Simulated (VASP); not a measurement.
WSe, 4 atoms in the cell. The cell holds a slab with vacuum, 4 atoms: a = 3.318 Å, b = 3.318 Å, c = 31.658 Å, α = 90.00°, β = 90.00°, γ = 120.00°. 

| Item | Value |
| --- | --- |
| Program | VASP 6.6.1 |
| Task | band structure |
| Functional | PBE |
| Potentials or basis | VASP PAW PBE potentials, release 64 (W_sv, Se) |
| Cutoff | 520 eV |
| k mesh | 7 × 7 × 1 |
| Occupations | fermi-dirac, width 0.05 eV |
| Spin | no spin polarisation |
| Dipole correction | yes |
| Further INCAR settings | ALGO = Fast; EDIFF = 1e-06; NBANDS = 28 |

Potentials or basis: VASP PAW PBE potentials, release 64 (W_sv, Se).

Command:

```console
$ cat potpaw_PBE.64/W_sv/POTCAR potpaw_PBE.64/Se/POTCAR > POTCAR
$ mpirun -np 1 vasp_std > vasp.out
```

Hardware: 1 thread of Intel(R) Xeon(R) 6975P-C (Granite Rapids), with other jobs on the host.

Q: How long does it take, and how much memory?

A: Run time: 5.8 min on 1 thread of Intel(R) Xeon(R) 6975P-C (Granite Rapids), with other jobs on the host, peak memory 0.46 GiB. Counts: scf iterations 128, k points 8.
